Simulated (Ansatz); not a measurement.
Si2Ni:

```
CELL_PARAMETERS angstrom
0.00000 2.70300 2.70300
2.70300 0.00000 2.70300
2.70300 2.70300 0.00000
ATOMIC_POSITIONS crystal
Ni 0.00000 0.00000 0.00000
Si 0.75000 0.75000 0.75000
Si 0.25000 0.25000 0.25000
```

```yaml
Program: Ansatz 0.2.0
Task: relaxation of cell and atoms
Functional: revPBE
Potentials_or_basis: Ansatz PAW
Cutoff: "420 eV (not typed: the program's choice for these potentials)"
k_mesh: 9 × 9 × 9
Occupations: fermi-dirac, width 0.05 eV
Spin: collinear spin, ferromagnetic start
Starting_moments: "[1.0, 0.0, 0.0] μB"
```

At the start: volume 13.17 Å³/atom.

**Question.** How do energy, volume and symmetry change on relaxing?

**Answer.** It ends after 5 steps and the volume is 13.68 Å³/atom (+3.9 %); space group Fm-3m (No. 225, to 0.05 Å); moment 0.00 μB per cell.

Step by step:
```
step  energy change (eV)  largest force (eV/Å)  volume (Å³)
   1              0.0000                0.0000        39.50
   2             -0.0209                0.0000        40.31
   3             -0.0267                0.0000        41.01
   4             -0.0267                0.0000        41.04
   5             -0.0271                0.0000        41.04
```

Final structure:
```
Ni Si
1.0
     0.00000    2.73783    2.73783
     2.73783    0.00000    2.73783
     2.73783    2.73783    0.00000
Ni Si
1 2
Direct
  0.00000 0.00000 0.00000
  0.75000 0.75000 0.75000
  0.25000 0.25000 0.25000
```

Caveat: the plane-wave basis is chosen anew once the cell has moved, so the energies of steps on either side of that aren't comparable; the PAW data sets come from PBE, with cores solved anew for the run's functional, which leaves a small shift of forces and pressure; the starting moments weren't kept.
